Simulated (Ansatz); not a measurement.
KF under compression: one row to predict

The cell was reached from a generator's guess, though it ends in a space group that the part of the Crystallography Open Database at hand lists for this formula.

Computed with DFT PBE, scalar-relativistic, plane waves, PAW in Ansatz. The final run on the 2-atom cell used 420 eV, a Γ-centred 8×8×8 mesh, 0.02 eV smearing and no spin polarisation.

```
K F
1.0
     0.00000    2.71004    2.71004
     2.71004    0.00000    2.71004
     2.71004    2.71004    0.00000
K F
1 1
Direct
  0.00000 0.00000 0.00000
  0.50000 0.50000 0.50000
```

The cell was set to several volumes, with shape and atoms relaxed at each where symmetry leaves them free. Pressure is positive in compression, and energies count from the lowest row.

```
row  V (Å³/atom)  P (GPa)  ΔE (meV/atom)  gap on mesh (eV)
  1       17.515     5.06           33.5              6.65
  2       18.112     3.45           17.7              6.46
  3       18.709        ?              ?                 ?
  4       19.306     0.96            1.7              6.12
  5       19.903     0.01            0.0              5.96
  6       20.500    -0.79            1.5              5.82
  7       21.098    -1.46            5.7              5.68
  8       21.894    -2.19           14.8              5.51
```

Question: Find B = −V·ΔP/ΔV from rows 4 and 6 and from rows 1 and 2, and from the two its slope B′ and its value B0 at zero pressure.

Answer: Rows 4 and 6 give −(19.306 + 20.500)/2 × (-0.79 − (0.96))/(20.500 − 19.306) = 29.2 GPa at a mean pressure of 0.08 GPa. Rows 1 and 2 give −(17.515 + 18.112)/2 × (3.45 − (5.06))/(18.112 − 17.515) = 48.0 GPa at a mean pressure of 4.25 GPa. So B′ = (48.0 − 29.2)/(4.25 − (0.08)) = 4.51 and B0 = 29.2 − 4.51 × (0.08) = 28.8 GPa. A third-order Birch–Murnaghan fit to all the energies gives B0 = 29.0 GPa and B′ = 4.8.

Question: Estimate the pressure and energy of row 3.

Answer: From row 5, V0 = 19.903 × (1 + (0.01)/28.8) = 19.910 Å³/atom. Murnaghan's form P = (B0/B′)·[(V0/V)^B′ − 1] gives (28.8/4.51) × [(19.910/18.709)^4.51 − 1] = 2.07 GPa; the computed pressure is 2.10 GPa, so the estimate is off by -0.03 GPa. The work of compression from row 4, with the mean of the two pressures, gives ΔE = 1.7 + (2.07 + 0.96)/2 × (19.306 − 18.709)/160.2 × 1000 = 7.3 meV/atom (1 eV/Å³ = 160.2 GPa); the computed value is 7.4 meV/atom.

Question: Fit the gap against pressure through the other rows and estimate it at the computed pressure of row 3.

Answer: Over the 7 rows the mean pressure is 0.7200 GPa and the mean gap is 6.029 eV. The sums of products of deviations are S_xx = 42.35 and S_xy = 6.529, so the slope is 6.529/42.35 = 0.1542 (r = 0.99, rms misfit 0.04 eV). At 2.10 GPa the line gives 6.029 + (0.1542) × (2.10 − 0.7200) = 6.24 eV. The computed value is 6.28 eV, so the line is off by -0.04 eV, no more than the largest miss among the fitted rows (0.07 eV).

Kohn–Sham gaps at this level usually fall short of measured ones. All volumes keep the k mesh of the relaxed cell. A later test with randomly moved atoms came back to the same energy, though modes that don't fit the test's cell weren't probed.
